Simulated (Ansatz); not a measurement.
## Ge: levels with and without spin–orbit coupling

```xyz
2
Lattice="0.0000 2.8374 2.8374 2.8374 0.0000 2.8374 2.8374 2.8374 0.0000" Properties=species:S:1:pos:R:3 pbc="T T T"
Ge    0.0000    0.0000    0.0000
Ge    1.4187    1.4187    1.4187
```

Atoms are numbered in the order listed.

Conventional cell: a = 5.675 Å, b = 5.675 Å, c = 5.675 Å, α = 90.00°, β = 90.00°, γ = 90.00°. Ge (atom 1) is surrounded by 4 Ge at 2.46 Å.

The cell is the one relaxed in the Materials Project (mp-32), not relaxed further here; entries there can be hypothetical.

Levels of theory: DFT, PBE, all-electron LAPW, scalar-relativistic (Ansatz 0.2.0); DFT, PBE, all-electron LAPW, Dirac equation with spin-orbit coupling (Ansatz 0.2.0).

The runs use a Γ-centred 11×11×11 k mesh, Fermi–Dirac smearing of 0.05 eV, basis error target 1 meV/atom, no spin polarisation.

Levels between -6 and 2 eV, each run counted from its own valence-band top where it has a gap, else its Fermi level. Scalar levels are listed once for both spins; with the coupling every spinor state is counted. Levels near the edges of the range can cross them.

(1) At Γ (0.000, 0.000, 0.000) the scalar-relativistic levels are -0.08, -0.03 (×3). What are they with spin–orbit coupling?

(2) At K (0.375, 0.375, 0.750) the scalar-relativistic levels are -4.32, -2.64, 1.13. What are they with spin–orbit coupling?

(3) At X (0.500, 0.000, 0.500) the scalar-relativistic levels are -3.07 (×2), 0.73 (×2). What are they with spin–orbit coupling?

Results:

(1) -0.26 (×2), -0.11 (×2), 0.03 (×4).

(2) -4.35 (×2), -2.67 (×2), 1.10 (×2).

(3) -3.11 (×4), 0.70 (×4).
